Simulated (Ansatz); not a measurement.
The system is BAs.

```
CELL_PARAMETERS angstrom
0.00000 2.38850 2.38850
2.38850 0.00000 2.38850
2.38850 2.38850 0.00000
ATOMIC_POSITIONS crystal
As 0.75000 0.75000 0.75000
B 0.00000 0.00000 0.00000
```

Base run:

```yaml
Program: Ansatz 0.2.0
Functional: PBEsol
Potentials_or_basis: all-electron PAW datasets made for the crystal
Cutoff: 260 eV (chosen from the basis error)
k_mesh: 8 × 8 × 8
Occupations: fermi-dirac, width 0.05 eV
Spin: no spin polarisation
```

Its results: band gap on the k mesh 1.10 eV, indirect (least direct gap 3.25 eV); pressure -0.8 GPa.

Problem. The run is repeated on the same cell with these changes: functional from PBEsol to PBE0; cutoff from 260 eV (chosen from the basis error) to 380 eV (chosen from the basis error). What comes out?

Solution. Band gap on the k mesh 2.51 eV, indirect (least direct gap 4.78 eV); pressure -0.7 GPa.

PBE0 gives the wider gap, since exact exchange removes part of the self-interaction.

A k mesh can miss the band edges.

The runs don't all hold the same shells in valence.
